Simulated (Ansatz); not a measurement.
The cell is COD entry 1539502, as deposited and not checked against the literature; nothing was relaxed.

A run of Ansatz 0.2.0 printed the following.

```
Hf: output.efg is read without spin–orbit coupling, which moves field gradients at and beside such atoms by some per cent and up to a factor of two; PAW files take it under magnetization.noncollinear and magnetization.spin_orbit
Engine: ansatz 0.2.0
Pseudopotentials: kind: paw
Pseudopotential: Hf, paw, valence charge 26, recommended cutoff 420 eV (normal)
Pseudopotential: C, paw, valence charge 4, recommended cutoff 420 eV (normal)
Functional definition: PBE
  parameter kappa = 0.804
  parameter beta = 0.06672455060314922
  exchange = pbe_x(kappa = kappa, mu = beta*pi^2/3)
  correlation = pbe_c(beta = beta)
Crystal: 2 atoms, lattice volume = 25.136 Å³
Basis set: ecut = 420 eV, 531 PW (Γ), exchange–correlation on 48×48×48 points (8 copies of the dense FFT grid, shifted against one another)
Bands: 19, of which v1, the nominal top of the filled ones, is band 15 counted from 1 (14 counted from 0)
Symmetry: 48 space group operations
Space group: Fm-3m (ITA 225), of the structure as read, at distance tolerance 2.9e-5 Å
k-points: 120 of 3375
Non-local potential: Hf, projectors of the file, l = 0: 3, l = 1: 2, l = 2: 2, l = 3: 3
Non-local potential: C, projectors of the file, l = 0: 2, l = 1: 2, l = 2: 1
PAW form: soft (Blöchl's): semilocal exchange-correlation on the pseudo side does not see the compensation charge
PAW one-centre angular grid: Hf, 590 points (default); XC on 64 Gauss nodes
PAW one-centre angular grid: C, 110 points (default); XC on 64 Gauss nodes
Initial density: superposition of atomic densities (neutral atoms: chi_scale 0, normalization atom), corrected by the library's trained network
Initial wavefunctions: pseudopotential atomic-orbital guess
Functional: x = pbe(κ = 0.804, μ = 0.2195149727645171), c = pbe(β = 0.06672455060314922)
SCF iter   1: F=—  HF=-15974.142499 eV  |F-HF|=—  |Δ(HF+E_count)|=         —  Δρ=1.67e-3  dr2=7.12e-4  ethr=1.77e-3  ⟨swp⟩=5.0  Hψ=9471  notcnv=0
preconditioner: auto → Kerker (q_TF=auto, 2.810 Å⁻¹)  [metal: Δε(μ)=0.035 eV  Ē_g=18.154 eV  σ=0.050 eV  W_gap=0.17  n_scr=14 (ndim 8)  ℏωp=39.2 eV  f_vac=0.000  D(μ)=0.43/eV (n_scr^D=0)]
SCF iter   2: F=—  HF=-15974.142298 eV  |F-HF|=—  |Δ(HF+E_count)|=   2.01e-4  Δρ=7.87e-4  dr2=9.54e-5  ethr=2.37e-6  ⟨swp⟩=2.3  Hψ=4827  notcnv=0
SCF iter   3: F=—  HF=-15974.142316 eV  |F-HF|=—  |Δ(HF+E_count)|=   1.78e-5  Δρ=3.40e-4  dr2=1.18e-5  ethr=3.18e-7  ⟨swp⟩=2.1  Hψ=3959  notcnv=0
SCF iter   4: F=—  HF=-15974.142315 eV  |F-HF|=—  |Δ(HF+E_count)|=   1.09e-6  Δρ=1.77e-4  dr2=3.82e-6  ethr=3.93e-8  ⟨swp⟩=3.0  Hψ=4841  notcnv=0
SCF iter   5: F=—  HF=-15974.142315 eV  |F-HF|=—  |Δ(HF+E_count)|=   7.14e-7  Δρ=4.45e-5  dr2=3.20e-7  ethr=1.27e-8  ⟨swp⟩=2.2  Hψ=4130  notcnv=0
SCF iter   6: F=-15974.142315 eV  HF=-15974.142315 eV  |F-HF|=2.46e-8  |Δ(HF+E_count)|=   2.76e-8  Δρ=5.70e-6  dr2=9.23e-9  ethr=3.33e-10  ⟨swp⟩=6.5  Hψ=11501  notcnv=0
SCF 1 converged in 6 iterations: F = -15974.142315 eV  dr2 = 9.23e-9
  greatest PAW one-centre occupation: 0.998 electrons in one spin orbital (limit 2), on the Hf atom at site 0 (counted from 0), in its partial waves of l = 0
NSCF: frozen V_eff on 57 k-points
SCF converged after 6 iterations
Free energy (F): -15974.142315 eV
Harris-Foulkes:  -15974.142315 eV  (|F-HF|=2.46e-8)
Internal energy: -15974.139139 eV  (E = F + TS)
E sigma→0 (E₀):  -15974.140727 eV
Entropy (-TS):   -0.003176 eV (-1.588 meV/atom)
Fermi energy:    20.106863 eV
--- Per-component energies (eV) ---
  E_band       = 111.717966
  E_kinetic    = 511.408664
  E_local      = -4987.025926  (includes V_loc(G=0)·N_el)
  E_nonlocal   = -1216.954108
  E_hartree    = 2357.523708
  E_xc         = -348.956132
  E_vxc        = -327.000020  (∫ρ·V_xc dr)
  E_paw        = -7026.694880  (= ΣΔE_a)
  E_vpaw       = 1416.248499  (= ΣTr[D̂ρ^β])
  E_aug_tail   = 0.000006  (compensation charges beyond the density's cutoff)
  E_ewald      = -5263.440471
  E_smearing   = -0.003176  (= −TS)
  E_closure    = 0.000000  (closes the sum)
  Σ components = -15974.142315   (vs F -15974.142315, Δ=0.00e0)
--- Forces (eV/Å), atoms counted from 1 ---
  atom   1  Hf     0.00000000    -0.00000000    -0.00000000
  atom   2  C     -0.00000000    -0.00000000    -0.00000000
  max |Σ_I F_I| component: 7.82e-29 eV/Å
--- Stress (GPa, compression-positive) ---
        0.201787       0.000000       0.000000
        0.000000       0.201787       0.000000
        0.000000      -0.000000       0.201787
  P = ⅓ Tr σ = 0.2018 GPa (2.018 kbar)
--- PAW observables at the nuclei: V_zz in 10²¹ V/m², potentials from the cell's mean, atoms counted from 1 ---
  atom   1  Hf V_zz =    +0.000000   η = 0.0000   by run symmetry: forbidden
            electrostatic potential = -14184.630993 V   contact ρ = 7528570.718384 e/Å³
  atom   2  C  V_zz =    -0.000000   η = 0.0000   by run symmetry: forbidden
            electrostatic potential = -427.567451 V   contact ρ = 869.112588 e/Å³
--- Band table (eV; the first three rows and the last of 120) ---
  k-point 0: bands = ["-40.9997", "-9.4545", "-9.4545", "-9.4545", "7.7977", "9.0373", "9.0458", "9.0458", "9.0458", "9.1266", "9.1266", "9.1266", "21.1704", "21.1704", "21.1704", "21.4907", "21.4907", "21.4907", "23.4907"]
  k-point 1: bands = ["-40.9980", "-9.4857", "-9.4574", "-9.4574", "7.9062", "9.0390", "9.0484", "9.0485", "9.0485", "9.1242", "9.1242", "9.1267", "20.3350", "20.5908", "20.5908", "21.7377", "21.7377", "22.0464", "24.0525"]
  k-point 2: bands = ["-40.9931", "-9.5729", "-9.4659", "-9.4659", "8.2158", "9.0435", "9.0559", "9.0559", "9.0624", "9.1174", "9.1174", "9.1270", "19.1931", "19.7246", "19.7246", "22.1103", "22.1103", "22.4844", "25.2211"]
  k-point 119: bands = ["-40.9461", "-9.8852", "-9.8595", "-9.6887", "9.0241", "9.0678", "9.0752", "9.0778", "9.0945", "9.1022", "9.1031", "10.5272", "16.9138", "17.3822", "17.5973", "23.4284", "24.1264", "26.8176", "27.3076"]
--- Löwdin populations: 2 sites ---
  site symbol       q [e]
     0     Hf     25.2382
     1      C      4.7225
  spilling = 0.001309 (of n_electrons = 30.000000)
--- Bader charges: 2 sites ---
  site symbol  charge [e]  shift [e]
     0     Hf      1.9617     0.0001
     1      C     -1.9617     0.0001
  estimated error of the sums over rays = 8.0e-4 e
```

The cell and starting positions:

```
CELL_PARAMETERS angstrom
0.00000 2.32500 2.32500
2.32500 0.00000 2.32500
2.32500 2.32500 0.00000
ATOMIC_POSITIONS crystal
Hf 0.50000 0.50000 0.50000
C 0.00000 0.00000 0.00000
```

Parts of the input that the log doesn't repeat:

```yaml
  band_path:
    path:
      - [0.0, 0.0, 0.0]
      - [0.5, 0.0, 0.5]
      - [0.625, 0.25, 0.625]
      - [0.375, 0.375, 0.75]
      - [0.0, 0.0, 0.0]
      - [0.5, 0.5, 0.5]
      - [0.5, 0.25, 0.75]
      - [0.5, 0.0, 0.5]
    npoints: 8
output:
  forces: true
  stress: true
  eigenvalues: true
  efg: { contact_densities: true }
  populations: true
  bader: true
  dos: { projected: true, de: 0.2, e_range: [-14, 8] }
```

Task: Write the input that produced this log.

Result: 
```yaml
crystal:
  lattice:
    - [0.0, 2.325, 2.325]
    - [2.325, 0.0, 2.325]
    - [2.325, 2.325, 0.0]
  atoms:
    - { symbol: Hf, position: [0.5, 0.5, 0.5] }
    - { symbol: C, position: [0.0, 0.0, 0.0] }
kpoints:
  mp_grid: { grid: [15, 15, 15] }
  band_path:
    path:
      - [0.0, 0.0, 0.0]
      - [0.5, 0.0, 0.5]
      - [0.625, 0.25, 0.625]
      - [0.375, 0.375, 0.75]
      - [0.0, 0.0, 0.0]
      - [0.5, 0.5, 0.5]
      - [0.5, 0.25, 0.75]
      - [0.5, 0.0, 0.5]
    npoints: 8
scf:
  occupations: { method: fermi_dirac, width: 0.05 }
hamiltonian:
  xc: pbe
  pseudopotentials: { kind: paw }
output:
  forces: true
  stress: true
  eigenvalues: true
  efg: { contact_densities: true }
  populations: true
  bader: true
  dos: { projected: true, de: 0.2, e_range: [-14, 8] }
```
This is the input that was run; digits and keys that the log doesn't show could differ in an equivalent one.
